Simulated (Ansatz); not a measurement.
## Relaxing P

These are results of DFT PBEsol, scalar-relativistic, plane waves, PAW in Ansatz, not measurements.

The start is a database structure of P, space group Pm (No. 6).

Input of the last, converged step (default PAW datasets):

```yaml
crystal:
  lattice:
    - [5.6351172265, 0.0, 0.0]
    - [0.0, 19.6324366611, 0.0]
    - [-1.6004025234, 0.0, 6.1198546024]
  atoms:
    - { symbol: P, position: [0.14579637, 0.41260572, 0.68959014] }
    - { symbol: P, position: [0.17229931, 0.44297344, 0.36139955] }
    - { symbol: P, position: [0.17229931, 0.55702656, 0.36139955] }
    - { symbol: P, position: [0.14579637, 0.58739428, 0.68959014] }
    - { symbol: P, position: [0.22712617, 0.5, 0.91279188] }
    - { symbol: P, position: [0.54286534, 0.58688541, 0.33045997] }
    - { symbol: P, position: [0.75654353, 0.55799602, 0.65858444] }
    - { symbol: P, position: [0.75654353, 0.44200398, 0.65858444] }
    - { symbol: P, position: [0.54286534, 0.41311459, 0.33045997] }
    - { symbol: P, position: [0.60848927, 0.5, 0.1251267] }
basis:
  ecutwfc: 420
kpoints:
  mp_grid: { grid: [6, 2, 6] }
hamiltonian:
  xc: pbesol
scf:
  occupations: { method: gaussian, width: 0.02 }
output:
  forces: true
  stress: true
  eigenvalues: true
relax:
  adjacent_minimum: "off"
  f_tol: 0.01
  max_steps: 80
  cell: { stress_tol: 0.05 }
```

It can be run as:

```bash
ansatz run input.yaml --threads 1 --pin off --backend cpu --events-out ev --progress --plain --runs-dir out  # memory cap (--max-ram) not shown
```

The program printed at the end:

```
SCF converged after 4 iterations
Free energy (F): -7399.691282 eV
Harris-Foulkes:  -7399.691282 eV  (|F-HF|=1.13e-10)
Internal energy: -7399.691282 eV  (E = F + TS)
E sigma→0 (E₀):  -7399.691282 eV
Fermi energy:    -1.027496 eV
--- Per-component energies (eV) ---
  E_band       = -381.804357
  E_kinetic    = 699.915289
  E_local      = -13549.021612  (includes V_loc(G=0)·N_el)
  E_nonlocal   = 341.270707
  E_hartree    = 6402.998141
  E_xc         = -607.518220
  E_vxc        = -603.473600  (∫ρ·V_xc dr)
  E_paw        = -5541.211862  (= ΣΔE_a)
  E_vpaw       = -76.491641  (= ΣTr[D̂ρ^β])
  E_aug_tail   = 0.000031  (compensation charges beyond the density's cutoff)
  E_ewald      = 4853.415283
  E_core_change = 0.460961  (= ΣΔE_core)
  E_smearing   =  0.000000  (= −TS)
  E_closure    =  0.000000  (closes the sum)
  Σ components = -7399.691282   (vs F -7399.691282, Δ=0.00e0)
--- Forces (eV/Å), atoms counted from 1 ---
  atom   1  P      0.00260463    -0.00053820     0.00152112
  atom   2  P     -0.00177492    -0.00071707    -0.00116944
  atom   3  P     -0.00177492     0.00071707    -0.00116944
  atom   4  P      0.00260463     0.00053820     0.00152112
  atom   5  P     -0.00318649     0.00000000     0.00064204
  atom   6  P     -0.00006688    -0.00014926     0.00144603
  atom   7  P     -0.00023665     0.00158276    -0.00099142
  atom   8  P     -0.00023665    -0.00158276    -0.00099142
  atom   9  P     -0.00006688     0.00014926     0.00144603
  atom  10  P      0.00213415     0.00000000    -0.00225431
  max |Σ_I F_I| component: 3.05e-7 eV/Å
--- Stress (GPa, compression-positive) ---
       -0.004239       0.000000       0.001112
        0.000000       0.001627       0.000000
        0.001112       0.000000      -0.008079
  P = ⅓ Tr σ = -0.0036 GPa (-0.036 kbar)
--- Relaxed structure (8 steps of the walk, 7 accepted, 1 SCFs on fresh bases) ---
  F+E_penalty+E_count = -7399.69128153 eV   max|allowed force component| = 3.186e-3 eV/Å   (the final SCF, on the basis selected at the relaxed cell)
  cell:  # Å, volume = 642.4559 Å³
    - [5.439694, 0.0, 0.083786]
    - [0.0, 19.686057, 0.0]
    - [-1.453908, 0.0, 5.977038]
  atoms:
    - { symbol: P, position: [0.146065, 0.412215, 0.695193] }
    - { symbol: P, position: [0.164363, 0.443039, 0.353118] }
    - { symbol: P, position: [0.164363, 0.556961, 0.353118] }
    - { symbol: P, position: [0.146065, 0.587785, 0.695193] }
    - { symbol: P, position: [0.229211, 0.500000, 0.922216] }
    - { symbol: P, position: [0.551852, 0.586925, 0.325204] }
    - { symbol: P, position: [0.743737, 0.557765, 0.666499] }
    - { symbol: P, position: [0.743737, 0.442235, 0.666499] }
    - { symbol: P, position: [0.551852, 0.413075, 0.325204] }
    - { symbol: P, position: [0.629378, 0.500000, 0.115746] }
```

Total energies depend on the potentials used, so only differences within one code and one set of settings carry meaning.

The result has space group Pm (No. 6). P on Wyckoff site c (2 atoms of the primitive cell) is coordinated by 3 P at 2.20–2.24 Å; P on Wyckoff site c (2 atoms of the primitive cell) is coordinated by 3 P at 2.21–2.24 Å; P on Wyckoff site b (1 atom of the primitive cell) has 3 P at 2.20–2.24 Å; P on Wyckoff site c (2 atoms of the primitive cell) is coordinated by 3 P at 2.20–2.24 Å.

It lies 0.067 eV/atom above the element's standard state at the same level.

No dispersion correction is applied, so the spacing between layers, chains or molecules is poorly fixed, and with it the volume and density.

Symmetry constrained the relaxation, so the result can be a saddle point.